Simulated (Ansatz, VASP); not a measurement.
# One calculation of Nb, two programs

File INCAR:

```
PREC = Accurate ; ENCUT = 520
EDIFF = 1E-7 ; ISMEAR = 1
SIGMA = 0.6 ; LREAL = F
LASPH = T ; NELM = 100
ALGO = Normal ; ISIF = 2
LWAVE = F ; LCHARG = T
GGA = PE ; LELF = T
LVHAR = T ; NBANDS = 12
```

The input KPOINTS:

```
regular mesh
0
Gamma
  13 13 13
```

POSCAR

```
Nb
1.0
   -1.6547957147      1.6547957147      1.6547957147
    1.6547957147     -1.6547957147      1.6547957147
    1.6547957147      1.6547957147     -1.6547957147
Nb
1
Direct
    0.0000000000      0.0000000000      0.0000000000
```

Input for Ansatz:

```yaml
crystal:
  lattice:
    - [-1.6547957147, 1.6547957147, 1.6547957147]
    - [1.6547957147, -1.6547957147, 1.6547957147]
    - [1.6547957147, 1.6547957147, -1.6547957147]
  atoms:
    - { symbol: Nb, position: [0.0, 0.0, 0.0] }
hamiltonian:
  xc: pbe
  pseudopotentials:
    kind: paw
    azcp:
      Nb: "pseudopotentials/Nb.paw.azcp"
basis:
  ecutwfc: 420
  fft_grid_basis: typed
kpoints:
  mp_grid: { grid: [13, 13, 13], shift: [0, 0, 0] }
magnetization:
  spin_polarized: false
scf:
  occupations: { method: methfessel_paxton, width: 0.6 }
  lower_state_search: "off"
output:
  stress: true
```

Alike in both runs: task single point; functional PBE; k mesh 13 × 13 × 13; occupations methfessel-paxton of order 1, width 0.6 eV; no spin polarisation.

|  | VASP | Ansatz |
| --- | --- | --- |
| version | VASP 6.6.1 | Ansatz 0.2.0 |
| potentials or method | VASP PAW PBE potentials, release 64 (Nb_sv) | plane waves (420 eV) with PAW, scalar-relativistic |
| plane-wave cutoff (eV) | 520 | 420 |
| valence electrons in the cell | 13 | 13 |

```csv
,VASP,Ansatz,Ansatz less VASP
pressure (GPa),-0.3,0.0,+0.31
```
